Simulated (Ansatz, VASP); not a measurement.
# NiO: VASP beside Ansatz

The input INCAR:

```
SYSTEM = NiO
  PREC = Accurate
  ENCUT = 520
  EDIFF = 1E-6
  ISMEAR = -1
  SIGMA = 0.05
  LREAL = .False.
  LASPH = .True.
  NELM = 150
  ALGO = Normal
  ISIF = 2
  LWAVE = .False.
  LCHARG = .False.
  ISPIN = 2
  MAGMOM = 1 0
  LORBIT = 11
  LMAXMIX = 4
  GGA = RE
  IVDW = 13
  NBANDS = 19
```

Contents of KPOINTS:

```
Automatic mesh
0
Gamma
  11 11 11
  0 0 0
```

POSCAR

```
NiO
1.0
    0.0000000000      2.0859016414      2.0859016414
    2.0859016414      0.0000000000      2.0859016414
    2.0859016414      2.0859016414      0.0000000000
Ni O
1 1
Direct
    0.0000000000      0.0000000000      0.0000000000
    0.5000000000      0.5000000000      0.5000000000
```

Contents of input.yaml:

```yaml
crystal:
  lattice:
    - [0.0, 2.0859016414, 2.0859016414]
    - [2.0859016414, 0.0, 2.0859016414]
    - [2.0859016414, 2.0859016414, 0.0]
  atoms:
    - { symbol: Ni, position: [0.0, 0.0, 0.0], spin: 1.0 }
    - { symbol: O, position: [0.5, 0.5, 0.5] }
hamiltonian:
  xc: revpbe
  pseudopotentials: { kind: paw }
  dispersion: d4
magnetization:
  spin_polarized: true
kpoints:
  mp_grid: { grid: [11, 11, 11] }
scf:
  occupations: { method: fermi_dirac, width: 0.05 }
output:
  forces: true
  stress: true
  eigenvalues: true
  write_density: true
  write_potential: true
  elf: true
  volumetric_format: npy
```

Alike in both runs: task single point; functional revPBE; dispersion D4; k mesh 11 × 11 × 11; occupations fermi-dirac, width 0.05 eV; collinear spin.

|  | VASP | Ansatz |
| --- | --- | --- |
| version | VASP 6.6.1 | Ansatz 0.2.0 |
| potentials or method | VASP PAW PBE potentials, release 64 (Ni, O) | Ansatz PAW |
| plane-wave cutoff (eV) | 520 | 420 |
| valence electrons in the cell | 16 | 24 |

VASP gave:

```
gap on the k mesh at the Fermi level (eV)                     : none
pressure (GPa)                                                : 1.9
net moment per atom (μB)                                      : 0.89
size of the moment on the site where the two differ most (μB) : 0.27
dispersion energy (meV/atom)                                  : -601.8
```

Problem. Estimate Ansatz's values.

Solution. gap on the k mesh at the Fermi level (eV): none; pressure (GPa): 2.3; net moment per atom (μB): 0.90; size of the moment on the site where the two differ most (μB): 0.29; dispersion energy (meV/atom): -601.6.

Site moments also hang on the region over which each program counts them. A gap of «none» marks a metal or a gap that the smearing closes. The two sets of potentials don't hold the same shells in valence.

Caveats: a cell with one magnetic atom can't hold antiferromagnetic order, which such compounds often take; semilocal functionals often make such compounds metallic where correlation or magnetic order opens a gap, which also shifts bond lengths; pairwise dispersion overbinds metals, which lowers pressure and volume; the PAW data sets were made with another functional, which shifts forces and pressure a little (VASP); the pressure holds a Pulay correction of +0.7 GPa for the finite cutoff (Ansatz); the PAW data sets come from PBE, with cores solved anew for the run's functional, which leaves a small shift of forces and pressure (Ansatz).
